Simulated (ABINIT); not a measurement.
**PbO2: band structure with TB-mBJ**

The system is PbO2.

```xyz
6
Lattice="4.9950 0.0000 0.0000 0.0000 4.9950 0.0000 0.0000 0.0000 3.4090" Properties=species:S:1:pos:R:3 pbc="T T T"
Pb    2.4975    2.4975    1.7045
Pb    0.0000    0.0000    0.0000
O     3.4594    3.4594    0.0000
O     4.0331    0.9619    1.7045
O     0.9619    4.0331    1.7045
O     1.5356    1.5356    0.0000
```

The cell is a database's computed one.

```json
{
 "Program": "ABINIT 10.8.3 (patched build)",
 "Task": "band structure",
 "Functional": "TB-mBJ",
 "Potentials or basis": "JTH PAW LDA v2.0",
 "Cutoff": "762 eV",
 "k mesh": "5 × 5 × 7",
 "Occupations": "fermi-dirac, width 0.05 eV",
 "Spin": "no spin polarisation",
 "Fine-grid cutoff": "1360.57 eV"
}
```

| Quantity | Value |
| --- | --- |
| Band gap on the k mesh | none (metal or under the smearing width) |
| Valence electrons inside the program's atomic spheres | Pb 11.21, 11.22; O 4.62, 4.63 |

Levels at the corners of the path, in eV from the Fermi level:
```tsv
point	band 23	band 24	band 25	band 26	band 27	band 28	band 29	band 30
Γ	-0.71	-0.48	-0.48	-0.28	-0.09	5.43	7.64	7.64
X	-0.53	-0.53	-0.50	-0.50	3.30	3.30	8.28	8.28
M	-0.77	-0.77	-0.52	-0.52	3.77	3.77	8.31	8.31
Γ	-0.71	-0.48	-0.48	-0.28	-0.09	5.43	7.64	7.64
Z	-1.20	-1.20	-1.01	-1.01	4.74	4.74	10.74	10.74
R	-0.95	-0.95	-0.10	-0.10	5.04	5.04	8.93	8.93
A	-0.83	-0.83	-0.80	-0.80	3.89	3.89	10.34	10.34
Z	-1.20	-1.20	-1.01	-1.01	4.74	4.74	10.74	10.74
```

Run time: 6.5 min on 4 MPI ranks on Intel(R) Xeon(R) 6975P-C (Granite Rapids), on a shared host, peak memory 0.72 GiB a rank.

Caveat: the constant c of TB-mBJ comes from the pseudo density here, which moves gaps by up to 0.3 eV between sets of potentials; spin-orbit coupling is left out, which moves the levels of the heavy elements.
